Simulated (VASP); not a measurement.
Write the native input for VASP 6.6.1 that does the following.

| Property | Result |
| --- | --- |
| Task | relaxation of cell and atoms |
| Functional | r2SCAN |
| Potentials or basis | VASP PAW PBE potentials, release 64 (Sn_d, Se) |
| Cutoff | 600 eV |
| k mesh | 8 × 8 × 8 |
| Occupations | gaussian, width 0.03 eV |
| Spin | no spin polarisation |
| Further INCAR settings | ALGO = Normal; EDIFF = 1e-07; IBRION = 2; EDIFFG = -0.005; NSW = 90; ISIF = 3 |

The structure of SnSe lies in POSCAR:

```
SnSe                                    
1.0
    3.6691014177     -0.0000000000      0.0000000000
   -0.0000000000      3.6691014177     -0.0000000000
    0.0000000000     -0.0000000000      3.6691014177
  Sn              Se            
     1     1
Direct
     0.5000000000000000    0.5000000000000000    0.5000000000000000
     0.0000000000000000    1.0000000000000000    1.0000000000000000
```

Measurements of this composition are mostly on another form, of space group No. 62.

The input as run:

INCAR

```
ALGO = Normal
EDIFF = 1E-7
EDIFFG = -0.005
ENCUT = 600
IBRION = 2
ISIF = 3
ISMEAR = 0
LASPH = True
LCHARG = False
LMIXTAU = True
LREAL = False
LWAVE = False
METAGGA = R2SCAN
NELM = 80
NSW = 90
PREC = Accurate
SIGMA = 0.03
```

KPOINTS

```
k-points
0
Gamma
  8 8 8
```

Potentials or basis: VASP PAW PBE potentials, release 64 (Sn_d, Se).

The run is started by

```console
$ cat potpaw_PBE.64/Sn_d/POTCAR potpaw_PBE.64/Se/POTCAR > POTCAR
$ mpirun -np 1 vasp_std > vasp.out
```

It gave:

* Relaxed volume: 24.72 Å³/atom
* Relaxed cell: a = 3.670 Å, b = 3.670 Å, c = 3.670 Å, α = 90.00°, β = 90.00°, γ = 90.00°
* Space group after relaxing (to 0.05 Å): Pm-3m (No. 221)
* Energy gained by relaxing: 0.0 meV/atom
* Ionic steps: 2
* Pressure after relaxing: 0.0 GPa
* Band gap on the k mesh: none (metal or under the smearing width)

Caveat: the PAW data sets were made with another functional, which shifts forces and pressure a little.

Run time: 110 s on 1 thread of Intel(R) Xeon(R) Platinum 8488C (Sapphire Rapids), on a shared host, peak memory 0.19 GiB.
